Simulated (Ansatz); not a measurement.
# MgS (Niningerite) (Fm-3m) in Ansatz: settings compared

Aim: see how the results for MgS (Niningerite) move with the level of theory and the settings. Levels: PBE, PBE+D3(BJ). Tasks: relaxation of cell and atoms.

Everything below comes from runs of Ansatz 0.2.0. Logs are shortened: lines on timing, memory, paths and dates and some standing lists are left out, and cuts for length are marked.

**1. The structure**

The structure is cubic, space group Fm-3m (No. 225). The conventional cell has a = 5.203 Å, b = 5.203 Å, c = 5.203 Å, α = 90.00°, β = 90.00°, γ = 90.00°. S (site symmetry m-3m) is surrounded by 6 Mg at 2.60 Å. Around Mg (site symmetry m-3m) lie 6 S at 2.60 Å.

**2. Relaxation of cell and atoms, PBE**

File input.yaml:

```yaml
crystal:
  lattice:
    - [0.0, 2.60165, 2.60165]
    - [2.60165, 0.0, 2.60165]
    - [2.60165, 2.60165, 0.0]
  atoms:
    - { symbol: S, position: [0.5, 0.5, 0.5] }
    - { symbol: Mg, position: [0.0, 0.0, 0.0] }
hamiltonian:
  xc: pbe
  pseudopotentials: { kind: paw }
kpoints:
  mp_grid: { grid: [9, 9, 9] }
scf:
  occupations: { method: fermi_dirac, width: 0.05 }
output:
  forces: true
  stress: true
  eigenvalues: true
relax:
  f_tol: 0.01
  max_steps: 40
  cell: { stress_tol: 0.05 }
```

Potentials or basis: Ansatz PAW.

Started as:

```bash
> ansatz run input.yaml --threads 2 --pin off --max-ram 5632MiB --backend cpu --events-out ev --progress --plain --runs-dir out
```

What it wrote:

```text
Warning: RAYON_NUM_THREADS=2 ignored (pool sized by the plan → 2); use --threads N
Engine: ansatz 0.2.0, x86_64-unknown-linux-gnu
Pseudopotentials: kind: paw
Pseudopotential: S, paw, valence charge 6, recommended cutoff 420 eV (normal), S.paw.azcp
Pseudopotential: Mg, paw, valence charge 10, recommended cutoff 420 eV (normal), Mg.paw.azcp
Functional definition: PBE
  parameter kappa = 0.804
  parameter beta = 0.06672455060314922
  exchange = pbe_x(kappa = kappa, mu = beta*pi^2/3)
  correlation = pbe_c(beta = beta)
Crystal: 2 atoms, lattice volume = 35.219 Å³
Basis set: ecut = 420 eV, 701 PW (Γ), exchange–correlation on 50×50×50 points (8 copies of the dense FFT grid, shifted against one another)
Bands: 12, of which v1, the nominal top of the filled ones, is band 8 counted from 1 (7 counted from 0)
Symmetry: 48 space group operations
Space group: Fm-3m (ITA 225), of the structure as read, at distance tolerance 3.3e-5 Å
k-points: 35 of 729
Non-local potential: S, projectors of the file, l = 0: 2, l = 1: 2, l = 2: 2
Non-local potential: Mg, projectors of the file, l = 0: 3, l = 1: 2, l = 2: 1
PAW form: soft (Blöchl's): semilocal exchange-correlation on the pseudo side does not see the compensation charge
PAW one-centre angular grid: S, 110 points (default); XC on 64 Gauss nodes
PAW one-centre angular grid: Mg, 110 points (default); XC on 64 Gauss nodes
Initial density: superposition of atomic densities (neutral atoms: chi_scale 0, normalization atom), corrected by the library's trained network
Initial wavefunctions: pseudopotential atomic-orbital guess
Functional: x = pbe(κ = 0.804, μ = 0.2195149727645171), c = pbe(β = 0.06672455060314922)
SCF iter   1: F=—  HF=-2828.747093 eV  |F-HF|=—  |Δ(HF+E_count)|=         —  Δρ=4.25e-4  dr2=4.67e-5  ethr=1.77e-3  ⟨swp⟩=6.6  Hψ=2548  notcnv=0
preconditioner: auto → none  [insulator: Δε(μ)=2.912 eV  Ē_g=11.749 eV  σ=0.050 eV  W_gap=1.00  n_scr=8 (ndim 8)  ℏωp=17.7 eV  f_vac=0.000  D(μ)=0.00/eV (n_scr^D=0)  ε∞_Penn≈3.3]
SCF iter   2: F=—  HF=-2828.746959 eV  |F-HF|=—  |Δ(HF+E_count)|=   1.34e-4  Δρ=3.13e-4  dr2=4.48e-5  ethr=2.92e-7  ⟨swp⟩=3.1  Hψ=1089  notcnv=0
SCF iter   3: F=—  HF=-2828.746977 eV  |F-HF|=—  |Δ(HF+E_count)|=   1.83e-5  Δρ=1.47e-4  dr2=7.94e-6  ethr=2.80e-7  ⟨swp⟩=2.0  Hψ=556  notcnv=0
SCF iter   4: F=—  HF=-2828.746980 eV  |F-HF|=—  |Δ(HF+E_count)|=   2.55e-6  Δρ=7.02e-5  dr2=2.42e-6  ethr=4.96e-8  ⟨swp⟩=2.0  Hψ=555  notcnv=0
SCF iter   5: F=—  HF=-2828.746979 eV  |F-HF|=—  |Δ(HF+E_count)|=   6.53e-7  Δρ=3.04e-5  dr2=5.15e-7  ethr=1.51e-8  ⟨swp⟩=1.9  Hψ=523  notcnv=0
SCF iter   6: F=-2828.746979 eV  HF=-2828.746979 eV  |F-HF|=3.02e-8  |Δ(HF+E_count)|=   1.71e-7  Δρ=8.51e-6  dr2=4.11e-8  ethr=6.25e-10  ⟨swp⟩=3.2  Hψ=1468  notcnv=0
SCF 1 converged in 6 iterations: F = -2828.746979 eV  dr2 = 4.11e-8
relax step   1: F+E_penalty+E_count = -2828.74697865 eV  Δ(F+E_penalty+E_count) = +0.000e0 eV  max|allowed force component| = 1.652e-30 eV/Å  Δτ_max = 0.0000 Å  P = +1.162 GPa  Ω = 35.219 Å³  (6 SCF iters, dr2 threshold 1.00e-7 eV, accepted)
Crystal: 2 atoms, lattice volume = 35.672 Å³
Basis set: ecut = 420 eV, 725 PW (Γ), exchange–correlation on 50×50×50 points (8 copies of the dense FFT grid, shifted against one another)
Initial density: handed on by an earlier stage of this run
Initial wavefunctions: those handed on with the density
iter 1 solved again at ethr=3.67e-7 eV; its pass at ethr=3.10e-3 eV (dr2=5.88e-5 eV) is discarded
SCF iter   1: F=—  HF=-2828.748861 eV  |F-HF|=—  |Δ(HF+E_count)|=         —  Δρ=3.47e-4  dr2=5.46e-5  ethr=3.67e-7  ⟨swp⟩=2.0  Hψ=2918  notcnv=0
preconditioner: auto → none  [insulator: Δε(μ)=2.894 eV  Ē_g=11.680 eV  σ=0.050 eV  W_gap=1.00  n_scr=8 (ndim 8)  ℏωp=17.6 eV  f_vac=0.000  D(μ)=0.00/eV (n_scr^D=0)  ε∞_Penn≈3.3]
SCF iter   2: F=—  HF=-2828.748853 eV  |F-HF|=—  |Δ(HF+E_count)|=   8.38e-6  Δρ=1.64e-4  dr2=9.56e-6  ethr=3.41e-7  ⟨swp⟩=2.0  Hψ=700  notcnv=0
SCF iter   3: F=—  HF=-2828.748851 eV  |F-HF|=—  |Δ(HF+E_count)|=   2.01e-6  Δρ=3.06e-5  dr2=3.17e-7  ethr=5.97e-8  ⟨swp⟩=2.1  Hψ=538  notcnv=0
SCF iter   4: F=-2828.748851 eV  HF=-2828.748851 eV  |F-HF|=9.98e-9  |Δ(HF+E_count)|=   1.25e-7  Δρ=8.54e-6  dr2=2.25e-8  ethr=1.25e-9  ⟨swp⟩=5.0  Hψ=1888  notcnv=0
SCF 2 converged in 4 iterations: F = -2828.748851 eV  dr2 = 2.25e-8
relax step   2: F+E_penalty+E_count = -2828.74885105 eV  Δ(F+E_penalty+E_count) = -1.872e-3 eV  max|allowed force component| = 2.395e-30 eV/Å  Δτ_max = 0.0000 Å  P = +0.183 GPa  Ω = 35.672 Å³  energy of the carried Pulay correction = -1.193e-5 eV  (4 SCF iters, dr2 threshold 2.00e-7 eV, accepted)
Crystal: 2 atoms, lattice volume = 35.757 Å³
iter 1 solved again at ethr=1.25e-8 eV; its pass at ethr=3.10e-3 eV (dr2=2.00e-6 eV) is discarded
SCF iter   1: F=—  HF=-2828.748885 eV  |F-HF|=—  |Δ(HF+E_count)|=         —  Δρ=6.45e-5  dr2=1.85e-6  ethr=1.25e-8  ⟨swp⟩=2.0  Hψ=2923  notcnv=0
preconditioner: auto → none  [insulator: Δε(μ)=2.887 eV  Ē_g=11.665 eV  σ=0.050 eV  W_gap=1.00  n_scr=8 (ndim 8)  ℏωp=17.6 eV  f_vac=0.000  D(μ)=0.00/eV (n_scr^D=0)  ε∞_Penn≈3.3]
SCF iter   2: F=—  HF=-2828.748899 eV  |F-HF|=—  |Δ(HF+E_count)|=   1.39e-5  Δρ=3.18e-5  dr2=3.54e-7  ethr=1.15e-8  ⟨swp⟩=2.1  Hψ=702  notcnv=0
SCF iter   3: F=-2828.748899 eV  HF=-2828.748899 eV  |F-HF|=5.19e-9  |Δ(HF+E_count)|=   2.56e-8  Δρ=5.19e-6  dr2=6.69e-9  ethr=5.22e-10  ⟨swp⟩=5.1  Hψ=1908  notcnv=0
SCF 3 converged in 3 iterations: F = -2828.748899 eV  dr2 = 6.69e-9
relax step   3: F+E_penalty+E_count = -2828.74889886 eV  Δ(F+E_penalty+E_count) = -4.781e-5 eV  max|allowed force component| = 2.925e-30 eV/Å  Δτ_max = 0.0000 Å  P = +0.004 GPa  Ω = 35.757 Å³  energy of the carried Pulay correction = -1.418e-5 eV  (3 SCF iters, dr2 threshold 8.36e-8 eV, accepted)
Initial wavefunctions: pseudopotential atomic-orbital guess (no wavefunctions were taken with the density)
iter 1 solved again at ethr=8.35e-6 eV; its pass at ethr=3.10e-3 eV (dr2=1.34e-3 eV) is discarded
SCF iter   1: F=—  HF=-2828.748897 eV  |F-HF|=—  |Δ(HF+E_count)|=         —  Δρ=2.02e-5  dr2=1.30e-8  ethr=8.35e-6  ⟨swp⟩=2.0  Hψ=3303  notcnv=0
eigensolver tolerance schedule: the retry pair's looser diagonalisation over-reported the residual by 103101.07 of it (diagonalisation noise at an unbounded share of the residual, at the tolerance the schedule requests for it); recorded, not acted on — ethr = c·dr2/N_el stays at c = 1.0e-1
preconditioner: auto → none  [insulator: Δε(μ)=2.886 eV  Ē_g=11.665 eV  σ=0.050 eV  W_gap=1.00  n_scr=8 (ndim 8)  ℏωp=17.6 eV  f_vac=0.000  D(μ)=0.00/eV (n_scr^D=0)  ε∞_Penn≈3.3]
SCF iter   2: F=—  HF=-2828.748912 eV  |F-HF|=—  |Δ(HF+E_count)|=   1.53e-5  Δρ=1.04e-5  dr2=6.49e-9  ethr=8.10e-11  ⟨swp⟩=3.9  Hψ=998  notcnv=0
SCF iter   3: F=—  HF=-2828.748912 eV  |F-HF|=—  |Δ(HF+E_count)|=   2.74e-7  Δρ=5.28e-6  dr2=7.51e-10  ethr=4.06e-11  ⟨swp⟩=2.0  Hψ=541  notcnv=0
SCF iter   4: F=—  HF=-2828.748912 eV  |F-HF|=—  |Δ(HF+E_count)|=   9.58e-8  Δρ=1.23e-6  dr2=6.29e-11  ethr=4.69e-12  ⟨swp⟩=2.1  Hψ=548  notcnv=0
SCF iter   5: F=-2828.748912 eV  HF=-2828.748912 eV  |F-HF|=5.00e-12  |Δ(HF+E_count)|=   5.15e-9  Δρ=2.05e-7  dr2=1.49e-11  ethr=1.00e-12  ⟨swp⟩=5.3  Hψ=1559  notcnv=0
SCF 4 converged in 5 iterations: F = -2828.748912 eV  dr2 = 1.49e-11
relax step   4: F+E_penalty+E_count = -2828.74891226 eV  Δ(F+E_penalty+E_count) = -1.340e-5 eV  max|allowed force component| = 1.964e-30 eV/Å  Δτ_max = 0.0000 Å  P = +0.004 GPa  Ω = 35.757 Å³  stress off target by 4.00e-3 GPa  SCF on the basis re-selected at this cell (its energy is not comparable with the rows above)  (5 SCF iters)
basis re-selected at this cell: Δ(F+E_penalty+E_count) = -1.340e-5 eV, ΔP = -0.000 GPa vs the last step (what re-selecting the basis moved, of the pressure what is left beyond the Pulay correction that the steps carried, after the strain that the cell walked since its last selection, with what the two solves' SCF thresholds leave and, on support functions, any second-order correction that the steps lacked; it is no measure of the basis error at this ecutwfc). This SCF's stress stands 4.00e-3 GPa from its target on what of the cell is left free (relax.cell.stress_tol is 5.00e-2 GPa) and its largest allowed force component is 1.96e-30 eV/Å (relax.f_tol is 1.00e-2 eV/Å): within both
SCF converged after 5 iterations
Free energy (F): -2828.748912 eV
Harris-Foulkes:  -2828.748912 eV  (|F-HF|=5.00e-12)
Internal energy: -2828.748912 eV  (E = F + TS)
E sigma→0 (E₀):  -2828.748912 eV
Fermi energy:    7.668464 eV
--- Per-component energies (eV) ---
  E_band       = -334.524889
  E_kinetic    = 184.898531
  E_local      = -1673.480592  (includes V_loc(G=0)·N_el)
  E_nonlocal   = 123.390508
  E_hartree    = 595.609793
  E_xc         = -127.571435
  E_vxc        = -126.804197  (∫ρ·V_xc dr)
  E_paw        = -893.120844  (= ΣΔE_a)
  E_vpaw       = -33.748792  (= ΣTr[D̂ρ^β])
  E_aug_tail   = -0.000001  (compensation charges beyond the density's cutoff)
  E_ewald      = -1038.474872
  E_smearing   = -0.000000  (= −TS)
  E_closure    = -0.000000  (closes the sum)
  Σ components = -2828.748912   (vs F -2828.748912, Δ=0.00e0)
--- Forces (eV/Å), atoms counted from 1 ---
  atom   1  S      0.00000000     0.00000000     0.00000000
  atom   2  Mg    -0.00000000    -0.00000000     0.00000000
  max |Σ_I F_I| component: 3.43e-30 eV/Å
--- Stress (GPa, compression-positive) ---
        0.003997      -0.000000      -0.000000
       -0.000000       0.003997       0.000000
       -0.000000      -0.000000       0.003997
  P = ⅓ Tr σ = 0.0040 GPa (0.040 kbar)
--- Band table (eV; the first three rows and the last of 35) ---
  k-point 0: bands = ["-68.5371", "-35.2887", "-35.2887", "-35.2887", "-6.3657", "6.2148", "6.2148", "6.2148", "9.8187", "14.1405", "14.1405", "14.1405"]
  k-point 1: bands = ["-68.5371", "-35.2894", "-35.2888", "-35.2888", "-6.2480", "5.3593", "6.1362", "6.1362", "10.5030", "13.8516", "14.3488", "14.3488"]
  k-point 2: bands = ["-68.5370", "-35.2912", "-35.2891", "-35.2891", "-5.9222", "3.8276", "5.9530", "5.9530", "11.1182", "14.1447", "14.1578", "14.1578"]
  k-point 34: bands = ["-68.5367", "-35.2930", "-35.2922", "-35.2909", "-4.7299", "2.7474", "3.3087", "4.1476", "11.3409", "13.5655", "13.8543", "15.2626"]
--- Relaxed structure (3 steps of the walk, 3 accepted, 1 SCFs on fresh bases) ---
  F+E_penalty+E_count = -2828.74891226 eV   max|allowed force component| = 1.964e-30 eV/Å   (the final SCF, on the basis selected at the relaxed cell)
  cell:  # Å, volume = 35.7574 Å³
    - [-3.719621584013781e-33, 2.614840567061435, 2.614840567061435]
    - [2.614840567061435, -3.872493196598569e-33, 2.614840567061435]
    - [2.614840567061435, 2.614840567061435, -2.3438815867298917e-33]
  atoms:
    - { symbol: S, position: [0.5, 0.5, 0.5] }
    - { symbol: Mg, position: [3.373637686173928e-37, 3.855585926991106e-37, -1.8314033153370268e-36] }
```

Wall time 1.5 s (2 threads of Intel Xeon 6975P-C (Granite Rapids), shared host); peak memory 0.35 GiB.

What came out:

| Property | Result |
| --- | --- |
| Free energy | -2828.7489 eV |
| Relaxed volume | 17.88 Å³/atom |
| Relaxed cell | a = 3.698 Å, b = 3.698 Å, c = 3.698 Å, α = 60.00°, β = 60.00°, γ = 60.00° |
| Space group after relaxing (to 0.05 Å) | Fm-3m (No. 225) |
| Energy gained by relaxing | 1.0 meV/atom |
| Ionic steps | 4 |
| Pressure after relaxing | 0.0 GPa |
| Band gap on the k mesh | 2.89 eV, indirect (least direct gap 3.60 eV) |

The path:
```tsv
step	energy change (eV)	largest force (eV/Å)	volume (Å³)
1	0.0000	0.0000	35.22
2	-0.0019	0.0000	35.67
3	-0.0019	0.0000	35.76
4	-0.0019	0.0000	35.76
```

Final structure:
```yaml
crystal:
  lattice:
    - [0.00000, 2.61484, 2.61484]
    - [2.61484, 0.00000, 2.61484]
    - [2.61484, 2.61484, 0.00000]
  atoms:
    - { symbol: S, position: [0.50000, 0.50000, 0.50000] }
    - { symbol: Mg, position: [0.00000, 0.00000, 0.00000] }
```

Caveat: odd divisions of the mesh miss points on the zone boundary, where band edges often lie, so the gap on the mesh can be too wide; the plane-wave basis is chosen anew once the cell has moved, so the energies of steps on either side of that aren't comparable. A k mesh can miss the band edges.

**3. Relaxation of cell and atoms, PBE**

input.yaml is that of step 2.

Potentials or basis: Ansatz PAW.

Started as:

```bash
> ansatz run input.yaml --threads 2 --pin off --max-ram 5632MiB --backend cpu --events-out ev --progress --plain --runs-dir out
```

Run time: 1.5 s. Hardware: 2 threads of Intel Xeon 6975P-C (Granite Rapids), shared host; peak memory 0.36 GiB.

It converged, with:

| Item | Value |
| --- | --- |
| Free energy | -2828.7489 eV |
| Relaxed volume | 17.88 Å³/atom |
| Relaxed cell | a = 3.698 Å, b = 3.698 Å, c = 3.698 Å, α = 60.00°, β = 60.00°, γ = 60.00° |
| Space group after relaxing (to 0.05 Å) | Fm-3m (No. 225) |
| Energy gained by relaxing | 1.0 meV/atom |
| Ionic steps | 4 |
| Pressure after relaxing | 0.0 GPa |
| Band gap on the k mesh | 2.89 eV, indirect (least direct gap 3.60 eV) |

The path:
```csv
step,energy change (eV),largest force (eV/Å),volume (Å³)
1,0.0000,0.0000,35.22
2,-0.0019,0.0000,35.67
3,-0.0019,0.0000,35.76
4,-0.0019,0.0000,35.76
```

Final structure:
```cif
data_structure
_symmetry_space_group_name_H-M 'P 1'
_symmetry_Int_Tables_number 1
_cell_length_a 3.6979
_cell_length_b 3.6979
_cell_length_c 3.6979
_cell_angle_alpha 60.000
_cell_angle_beta 60.000
_cell_angle_gamma 60.000
_cell_volume 35.76
loop_
_atom_site_label
_atom_site_type_symbol
_atom_site_fract_x
_atom_site_fract_y
_atom_site_fract_z
_atom_site_occupancy
S1 S 0.50000 0.50000 0.50000 1
Mg1 Mg 0.00000 0.00000 0.00000 1
```

Levels at points of the mesh, in eV from the valence-band top:
```tsv
k point	band 4	band 5	band 6	band 7	band 8	band 9	band 10	band 11	band 12
(0.00, 0.00, 0.00)	-41.50	-12.58	0.00	0.00	0.00	3.60	7.93	7.93	7.93
```

Caveat: odd divisions of the mesh miss points on the zone boundary, where band edges often lie, so the gap on the mesh can be too wide; the plane-wave basis is chosen anew once the cell has moved, so the energies of steps on either side of that aren't comparable. Zero-point motion and thermal expansion aren't in these numbers.

(Part 1 of 2 ends here.)
